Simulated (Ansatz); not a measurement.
# NaH: what symmetry allows forces and stress to be

```xyz
2
Lattice="0.0000 2.4400 2.4400 2.4400 0.0000 2.4400 2.4400 2.4400 0.0000" Properties=species:S:1:pos:R:3 pbc="T T T"
Na    0.0000    0.0000    0.0000
H     2.4400    2.6650    2.4400
```

These are results of Ansatz 0.2.0, DFT PBEsol, scalar-relativistic, plane waves, PAW, not measurements.

Settings: cutoff 420 eV, Γ-centred mesh 8×8×8 on the computed 2-atom cell, Gaussian smearing of 0.02 eV; no spin polarisation.

This distorted cell has space group I4mm, with 8 operations.

**Question.** Without a calculation: in which directions can each atom feel a force?

**Answer.** A force must be left unchanged by every operation that keeps its atom in place, so it lies in the space that those operations leave fixed. Atoms that the group maps onto each other feel forces of one size.
| atom | site symmetry | operations at the site | equivalent to atom | allowed force (Cartesian) |
| --- | --- | --- | --- | --- |
| Na1 | 4mm | 8 | 1 | along (0.00, 1.00, 0.00) |
| H2 | 4mm | 8 | 2 | along (0.00, 1.00, 0.00) |

That leaves 2 independent force components of 6, tied by 1 condition that the forces sum to zero, so 1 remains. A relaxation in this cell that keeps the symmetry moves the atoms in these directions alone.

**Question.** And the stress tensor?

**Answer.** It must be invariant under the point group, which leaves 2 independent components: yz, xz, xy vanish; xx = zz.

**Question.** Do the computed values obey this?

**Answer.** Yes. Forces (eV/Å):
```
Na1  0.000  0.210  0.000
H2   0.000 -0.210  0.000
```

Stress (GPa, compression positive, xx yy zz yz xz xy): -1.29 0.21 -1.29 0.00 0.00 0.00. The program imposes the same operations on density, forces and stress, so this confirms the analysis and is no independent test of the calculation.